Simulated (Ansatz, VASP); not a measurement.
# CaO in two plane-wave programs

Wanted: the spread between two codes on one cell, functional and k mesh. Other levels of theory on this material are compared in a session of their own.

Program: Ansatz 0.2.0. Level of theory: plane waves, with VASP 6.6.1 beside it; single point at PBEsol and single point at r2SCAN. Results are calculated unless marked as measured.

### Step 1. Set-up

Symmetry: Fm-3m, No. 225, cubic system. The conventional cell has a = 4.817 Å, b = 4.817 Å, c = 4.817 Å, α = 90.00°, β = 90.00°, γ = 90.00°. Nearest to Ca lie 6 O at 2.41 Å. Nearest to O lie 6 Ca at 2.41 Å. Farther neighbours and most contacts between anions are not listed.

Coordinates:

```xyz
2
Lattice="0.0000 2.4087 2.4087 2.4087 0.0000 2.4087 2.4087 2.4087 0.0000" Properties=species:S:1:pos:R:3 pbc="T T T"
Ca    0.0000    0.0000    0.0000
O     2.4087    2.4087    2.4087
```

### Step 2. VASP: single point, PBEsol

With cell and atoms fixed, the geometry can't cause a difference; cores, projectors, grids and the points listed under the comparison can.

Lines of VASP's logs that name or quote its potential files are left out, and so is its time.

INCAR reads:

```
SYSTEM = CaO
PREC = Accurate
ENCUT = 520
EDIFF = 1E-05
NELM = 100
ISMEAR = 0
SIGMA = 0.05
LREAL = .FALSE.
ALGO = Normal
GGA = PS
NBANDS = 14
LORBIT = 11
LWAVE = .FALSE.
LCHARG = .FALSE.
KPAR = 4
```

POSCAR reads:

```
CaO
1.0
    0.0000000000      2.4087000000      2.4087000000
    2.4087000000      0.0000000000      2.4087000000
    2.4087000000      2.4087000000      0.0000000000
Ca O
1 1
Direct
    0.0000000000      0.0000000000      0.0000000000
    0.5000000000      0.5000000000      0.5000000000
```

KPOINTS reads:

```
Automatic mesh
0
Gamma
8 8 8
0 0 0
```

The projector-augmented-wave data sets are Ca_sv and O (PBE family, release 64).

Run with:

```
$ mpirun -np 4 vasp_std
```

Numbers of over 12 decimals in the logs are rounded to 6 here.

What it wrote:

```text
[banner, memory and clock lines left out]
running    4 mpi-ranks, on    1 nodes
 distrk:  each k-point on    1 cores,    4 groups
 distr:  one band on    1 cores,    1 groups

 POSCAR found type information on POSCAR CaO
 POSCAR found :  2 types and       2 ions
|                                                                             |
|               ----> ADVICE to this user running VASP <----                  |
|                                                                             |
|     You enforced a specific xc type in the INCAR file but a different       |
|     [... a line on the potential file left out ...]
|     I HOPE YOU KNOW WHAT YOU ARE DOING!                                     |
|                                                                             |

 LDA part: xc-table for (Slater+PW92), standard interpolation
 POSCAR, INCAR and KPOINTS ok, starting setup
 FFT: planning ... GRIDC
 FFT: planning ... GRID_SOFT
 FFT: planning ... GRID
 WAVECAR not read
 entering main loop
       N       E                     dE             d eps       ncg     rms          rms(c)
DAV:   1     0.126990484374E+03    0.12699E+03   -0.84348E+03   812   0.115E+03
DAV:   2    -0.919117121976E+01   -0.13618E+03   -0.12830E+03  1022   0.302E+02
DAV:   3    -0.147363959626E+02   -0.55452E+01   -0.55102E+01   932   0.640E+01
DAV:   4    -0.149211111040E+02   -0.18472E+00   -0.18455E+00  1192   0.984E+00
DAV:   5    -0.149225731044E+02   -0.14620E-02   -0.14620E-02   942   0.997E-01    0.806E+00
DAV:   6    -0.134927762644E+02    0.14298E+01   -0.49925E+00   894   0.222E+01    0.361E+00
DAV:   7    -0.134208484583E+02    0.71928E-01   -0.48448E-01  1008   0.699E+00    0.176E+00
DAV:   8    -0.134059067394E+02    0.14942E-01   -0.70204E-02   946   0.288E+00    0.317E-01
DAV:   9    -0.134052149428E+02    0.69180E-03   -0.75908E-03  1052   0.630E-01    0.117E-01
DAV:  10    -0.134056765299E+02   -0.46159E-03   -0.82463E-04   910   0.373E-01    0.774E-02
DAV:  11    -0.134056050989E+02    0.71431E-04   -0.97277E-05  1066   0.144E-01    0.740E-03
DAV:  12    -0.134056041881E+02    0.91073E-06   -0.13098E-05   730   0.428E-02
   1 F= -.13405604E+02 E0= -.13405604E+02  d E =-.223265E-18
```

From OUTCAR (step 2):

```text
ion  position               nearest neighbor table
   1  0.000  0.000  0.000-   2 2.41   2 2.41   2 2.41   2 2.41   2 2.41   2 2.41
   2  0.500  0.500  0.500-   1 2.41   1 2.41   1 2.41   1 2.41   1 2.41   1 2.41

  LATTYP: Found a face centered cubic cell.
 ALAT       =     4.8174000000

 Subroutine GETGRP returns: Found 48 space group operations
 (whereof 48 operations were pure point group operations)

The static configuration has the point symmetry O_h .

 Found     29 irreducible k-points:

   k-points           NKPTS =     29   k-points in BZ     NKDIM =     29   number of bands    NBANDS=     14

   dimension x,y,z NGX =    28 NGY =   28 NGZ =   28
   dimension x,y,z NGXF=    56 NGYF=   56 NGZF=   56

   ENCUT  =  520.0 eV  38.22 Ry    6.18 a.u.   6.33  6.33  6.33*2*pi/ulx,y,z

   NELECT =      16.0000    total number of electrons

 k-points in reciprocal lattice and weights: Automatic mesh
   0.00000000  0.00000000  0.00000000       0.002
   0.12500000  0.00000000  0.00000000       0.016
   0.25000000  0.00000000  0.00000000       0.016
   0.37500000  0.00000000  0.00000000       0.016
   0.50000000  0.00000000  0.00000000       0.008
   0.12500000  0.12500000  0.00000000       0.012
   0.25000000  0.12500000  0.00000000       0.047
   0.37500000  0.12500000  0.00000000       0.047
   0.50000000  0.12500000  0.00000000       0.047
[...]
-0.37500000  0.50000000  0.12500000       0.023
  -0.25000000  0.50000000  0.25000000       0.012

 average (electrostatic) potential at core
       1 -43.8893       2 -70.2840

 E-fermi :   2.4493

 k-point     1 :       0.0000    0.0000    0.0000
  band No.  band energies     occupation
    ...
      4     -16.1045      2.00000
      5     -13.2741      2.00000
      6       2.1567      2.00000
      7       2.1567      2.00000
      8       2.1567      2.00000
      9       6.6650      0.00000
     10       8.3327      0.00000
     11       8.3327      0.00000
     12       8.3327      0.00000
     13       9.8574      0.00000
    ...

 k-point     2 :       0.1250    0.0000    0.0000
  band No.  band energies     occupation
    ...
      4     -16.1126      2.00000
      5     -13.0487      2.00000
      6       1.6080      2.00000
      7       1.9453      2.00000
      8       1.9453      2.00000
      9       7.3577      0.00000
     10       8.2838      0.00000
     11       8.5999      0.00000
     12       8.5999      0.00000
     13      10.2263      0.00000
    ...

 k-point     3 :       0.2500    0.0000    0.0000
  band No.  band energies     occupation
    ...
      4     -16.1320      2.00000
      5     -12.5937      2.00000
      6       0.5930      2.00000
      7       1.4929      2.00000
      8       1.4929      2.00000
      9       8.3247      0.00000
     10       8.8321      0.00000
     11       9.3018      0.00000
     12       9.3018      0.00000
     13      11.1147      0.00000
    ...

  Total       -0.4987161     -0.4987161     -0.4987161     -0.0000000     -0.0000000      0.0000000
  in kB      -28.5881350    -28.5881350    -28.5881350     -0.0000000     -0.0000000      0.0000000
  external PRESSURE =     -28.5881350 kB  Pullay stress =       0.0000000 kB

  energy-cutoff  :      520.00
  volume of cell :       27.95
      direct lattice vectors                 reciprocal lattice vectors
     0.000000000  2.408700000  2.408700000    -0.207580853  0.207580853  0.207580853
     2.408700000  0.000000000  2.408700000     0.207580853 -0.207580853  0.207580853
     2.408700000  2.408700000  0.000000000     0.207580853  0.207580853 -0.207580853

 POSITION                                       TOTAL-FORCE (eV/Angst)
 -----------------------------------------------------------------------------------
      0.00000      0.00000      0.00000         0.000000      0.000000      0.000000
      2.40870      2.40870      2.40870         0.000000      0.000000     -0.000000
 -----------------------------------------------------------------------------------
    total drift:                                0.000000      0.000000      0.000000

  FREE ENERGIE OF THE ION-ELECTRON SYSTEM (eV)
  ---------------------------------------------------
  free  energy   TOTEN  =       -13.4056041881 eV

  energy  without entropy=      -13.4056041881  energy(sigma->0) =      -13.40560419

 total charge
# of ion       s       p       d       tot
------------------------------------------
    1        2.041   5.877   0.300   8.218
    2        1.545   3.427   0.000   4.973
--------------------------------------------------
tot          3.586   9.304   0.300  13.190

[... 3 further parts left out ...]
```

The run ends at a pressure of -2.86 GPa.

### Step 3. Ansatz: single point, PBEsol

Ansatz runs on its default PAW (the set named soft_2) files.

The same cell, functional, mesh and smearing now go to Ansatz, which takes its cutoff from its data sets.

input.yaml reads:

```yaml
crystal:
  lattice:
    - [0.0, 2.4087, 2.4087]
    - [2.4087, 0.0, 2.4087]
    - [2.4087, 2.4087, 0.0]
  atoms:
    - { symbol: Ca, position: [0.0, 0.0, 0.0] }
    - { symbol: O, position: [0.5, 0.5, 0.5] }
hamiltonian:
  xc: pbesol
  pseudopotentials: { kind: paw }
kpoints:
  mp_grid: { grid: [8, 8, 8] }
scf:
  occupations: { method: gaussian, width: 0.05 }
  n_extra_bands: 4
output:
  forces: true
  stress: true
  eigenvalues: true
```

Run with:

```
$ ansatz run input.yaml --threads 2 --pin off --max-ram 4608MiB --backend cpu --events-out ev --progress --plain --runs-dir out
```

What it wrote:

```text
scf.n_extra_bands = 4 over 8 filled bands (N_el = 16.0): the run solves 12 bands
Engine: ansatz 0.2.0, aarch64-unknown-linux-gnu
Pseudopotentials: kind: paw
Pseudopotential: Ca, paw, valence charge 10, recommended cutoff 420 eV (normal), Ca.paw.azcp
Pseudopotential: O, paw, valence charge 6, recommended cutoff 420 eV (normal), O.paw.azcp
Functional definition: PBEsol
  exchange = pbesol_x
  correlation = pbesol_c
Crystal: 2 atoms, lattice volume = 27.950 Å³
Basis set: ecut = 420 eV, 537 PW (Γ), exchange–correlation on 48×48×48 points (8 copies of the dense FFT grid, shifted against one another)
Bands: 12, of which v1, the nominal top of the filled ones, is band 8 counted from 1 (7 counted from 0)
Symmetry: 48 space group operations
Space group: Fm-3m (ITA 225), of the structure as read, at distance tolerance 3.0e-5 Å
k-points: 29 of 512
Non-local potential: Ca, projectors of the file, l = 0: 3, l = 1: 2, l = 2: 2
Non-local potential: O, projectors of the file, l = 0: 2, l = 1: 2, l = 2: 1
PAW form: soft (Blöchl's): semilocal exchange-correlation on the pseudo side does not see the compensation charge
PAW frozen core: Ca, regenerated for the run's functional, and the local potential with it (the file was generated under x = pbe(κ = 0.804, μ = 0.219515), c = pbe(β = 0.066725))
PAW frozen core: O, regenerated for the run's functional, and the local potential with it (the file was generated under x = pbe(κ = 0.804, μ = 0.219515), c = pbe(β = 0.066725))
PAW one-centre angular grid: Ca, 110 points (default); XC on 64 Gauss nodes
PAW one-centre angular grid: O, 110 points (default); XC on 64 Gauss nodes
Initial density: superposition of atomic densities (neutral atoms: chi_scale 0, normalization atom), corrected by the library's trained network
Initial wavefunctions: pseudopotential atomic-orbital guess
Functional: x = pbesol(κ = 0.804, μ = 0.123457), c = pbesol(β = 0.046)
SCF iter   1: F=—  HF=-2358.108971 eV  |F-HF|=—  |Δ(HF+E_count)|=         —  Δρ=1.37e-2  dr2=4.71e-2  ethr=1.77e-3  ⟨swp⟩=7.1  Hψ=2385  notcnv=0
preconditioner: auto → none  [insulator: Δε(μ)=3.346 eV  Ē_g=17.905 eV  σ=0.050 eV  W_gap=1.00  n_scr=8 (ndim 8)  ℏωp=26.3 eV  f_vac=0.000  D(μ)=0.00/eV (n_scr^D=0)  ε∞_Penn≈3.2]
SCF iter   2: F=—  HF=-2358.095894 eV  |F-HF|=—  |Δ(HF+E_count)|=   1.31e-2  Δρ=2.62e-3  dr2=2.08e-3  ethr=2.94e-4  ⟨swp⟩=2.2  Hψ=731  notcnv=0
SCF iter   3: F=—  HF=-2358.095519 eV  |F-HF|=—  |Δ(HF+E_count)|=   3.75e-4  Δρ=6.71e-4  dr2=4.63e-5  ethr=1.30e-5  ⟨swp⟩=2.0  Hψ=435  notcnv=0
SCF iter   4: F=—  HF=-2358.095533 eV  |F-HF|=—  |Δ(HF+E_count)|=   1.40e-5  Δρ=1.44e-4  dr2=6.60e-6  ethr=2.89e-7  ⟨swp⟩=2.4  Hψ=446  notcnv=0
iter 5 did not close the SCF: its close was put off for the readings that it lacked (scf_convergence_deferred on its scf_iter line)
SCF iter   5: F=-2358.095532 eV  HF=-2358.095533 eV  |F-HF|=4.38e-8  |Δ(HF+E_count)|=   8.54e-7  Δρ=1.52e-5  dr2=5.60e-8  ethr=4.12e-8  ⟨swp⟩=2.0  Hψ=436  notcnv=0
SCF iter   6: F=-2358.095533 eV  HF=-2358.095533 eV  |F-HF|=1.59e-8  |Δ(HF+E_count)|=   6.48e-9  Δρ=8.07e-6  dr2=1.85e-8  ethr=3.50e-10  ⟨swp⟩=2.4  Hψ=1168  notcnv=0
SCF 1 converged in 6 iterations: F = -2358.095533 eV  dr2 = 1.85e-8
  greatest PAW one-centre occupation: 0.996 electrons in one spin orbital (limit 2), on the Ca atom at site 0 (counted from 0), in its partial waves of l = 0
SCF converged after 6 iterations
Free energy (F): -2358.095533 eV
Harris-Foulkes:  -2358.095533 eV  (|F-HF|=1.59e-8)
Internal energy: -2358.095533 eV  (E = F + TS)
E sigma→0 (E₀):  -2358.095533 eV
Fermi energy:    9.241772 eV
--- Per-component energies (eV) ---
  E_band       = -103.215734
  E_kinetic    = 454.448571
  E_local      = -893.529700  (includes V_loc(G=0)·N_el)
  E_nonlocal   = 112.741529
  E_hartree    = 294.718639
  E_xc         = -210.372957
  E_vxc        = -266.091337  (∫ρ·V_xc dr)
  E_paw        = -988.908805  (= ΣΔE_a)
  E_vpaw       = -100.226891  (= ΣTr[D̂ρ^β])
  E_aug_tail   = 0.002393  (compensation charges beyond the density's cutoff)
  E_ewald      = -1127.349285
  E_core_change = 0.154082  (= ΣΔE_core)
  E_smearing   = -0.000000  (= −TS)
  E_closure    = -0.000000  (closes the sum)
  Σ components = -2358.095533   (vs F -2358.095533, Δ=0.00e0)
--- Forces (eV/Å), atoms counted from 1 ---
  atom   1  Ca    -0.00000000     0.00000000     0.00000000
  atom   2  O      0.00000000    -0.00000000     0.00000000
  max |Σ_I F_I| component: 1.39e-29 eV/Å
--- Stress (GPa, compression-positive) ---
       -3.395726       0.000000       0.000000
       -0.000000      -3.395726       0.000000
        0.000000      -0.000000      -3.395726
  P = ⅓ Tr σ = -3.3957 GPa (-33.957 kbar)
--- Band table (eV; the first three rows and the last of 29) ---
  k-point 0: bands = [... 4 lower, -7.9540, 7.4627, 7.4627, 7.4627, 11.9855, 13.6551, 13.6551, 13.6551]
  k-point 1: bands = [... 4 lower, -7.7314, 6.9170, 7.2538, 7.2538, 12.6772, 13.6038, 13.9207, 13.9207]
  k-point 2: bands = [... 4 lower, -7.2809, 5.9071, 6.8061, 6.8061, 13.6413, 14.1502, 14.6192, 14.6192]
  k-point 28: bands = [... 4 lower, -7.3230, 6.1764, 6.3884, 6.3884, 13.7109, 13.7109, 15.8271, 17.0241]
```

Elapsed: 0.49 s, on 2 threads of Arm Neoverse V1, shared host; peak memory 0.26 GiB; 0.84 s of CPU time.

Reading the cycles: dr2 is the Hartree energy of the density residual (eV), the measure of convergence; HF is the Harris–Foulkes estimate of the energy, which meets the free energy F at convergence.

The run ends at a pressure of -3.40 GPa.

### Step 4. Differences

Known differences besides the potentials themselves: the cutoff is 420 eV in Ansatz and 520 eV in VASP; Ansatz makes its cores anew for this functional, VASP keeps those of its PBE data sets; VASP leaves aspherical gradient terms in its spheres out (LASPH is not set), Ansatz keeps them. Total energies have different zeros and are not compared.

The two programs side by side:

```
                                        quantity  Ansatz   VASP  difference
                                  pressure (GPa)   -3.40  -2.86       -0.54
pressure without Ansatz's Pulay correction (GPa)   -3.84  -2.86       -0.98
                          gap on the k mesh (eV)   3.558  3.536      +0.022
```

A gap on the mesh is an upper bound, since the band edges may lie between its points. Ansatz's pressure holds a Pulay correction of 0.44 GPa; VASP's holds none.

[end of part 1 of 2]

[Lines on the potential files, build, host, timing and source positions are cut from VASP's logs without a mark.]

[Logs are printed without paths, hosts, clocks, repeated set-up lines and the standing remarks that a program may print on its own settings, such as how far it seeks lower states.]

[Hosts, paths, dates, database ids (printed as entryN), source tags and the programs' standing remarks are cut or masked in the printed files.]
